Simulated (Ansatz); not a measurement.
This AlN structure is the end of a relaxation. The cell was found from a structure generator's guess, not taken from experiment.

Theory: DFT PBE, scalar-relativistic, plane waves, PAW (Ansatz). Cutoff 420 eV, Γ-centred mesh, Gaussian smearing, no spin polarisation.

```cif
data_structure
_symmetry_space_group_name_H-M 'P 1'
_symmetry_Int_Tables_number 1
_cell_length_a 5.7746
_cell_length_b 5.7746
_cell_length_c 4.8135
_cell_angle_alpha 91.426
_cell_angle_beta 91.426
_cell_angle_gamma 145.535
_cell_volume 90.51
loop_
_atom_site_label
_atom_site_type_symbol
_atom_site_fract_x
_atom_site_fract_y
_atom_site_fract_z
_atom_site_occupancy
Al1 Al 0.64499 0.69584 0.76414 1
Al2 Al 0.30416 0.35501 0.23586 1
Al3 Al 0.18457 0.81543 0.50000 1
N1 N 0.35000 0.65000 0.50000 1
N2 N 0.90570 0.09430 0.50000 1
N3 N 0.61058 0.38942 0.50000 1
```

Formation energies are uncorrected and refer to the elements' standard structures at the same level (N₂ as a molecule).

(1) Find its symmetry and describe it.

(2) What is its formation energy per atom?

(3) Is it a metal?

(4) From what recipe could a structure generator have reached it?

Answers

(1) C2 (No. 5). Conventional cell: a = 3.422 Å, b = 11.031 Å, c = 4.814 Å, β = 94.8°. Al on a site of symmetry 1 has 3 N at 1.93–2.02 Å; Al on a site of symmetry 2 is surrounded by 3 N at 1.82–1.90 Å; N on its first site is surrounded by 2 N at 1.82 Å and 3 Al at 1.82–1.93 Å; around N on its second site lie 2 N at 1.82 Å and 2 Al at 1.93 Å; 1 more site not described.

(2) +0.13 eV/atom. A positive value: parting into the elements would lower its energy.

(3) Yes, bands cross the Fermi level on the 12×12×8 mesh.

(4) One such recipe: 5-connected net, two elements spread over the vertices (C2, No. 5). Other recipes can lead to the same cell.

The last run used a 12×12×8 mesh (in the run's order of axes) for its 6-atom cell and Gaussian smearing of 0.10 eV. The zero gap may come from the functional, which often closes small gaps. A structure relaxed within its symmetry needn't be a true minimum. Another cell of AlN relaxed alike, in P3m1, lies 1.49 eV/atom lower, so this cell isn't the stable form at this level.
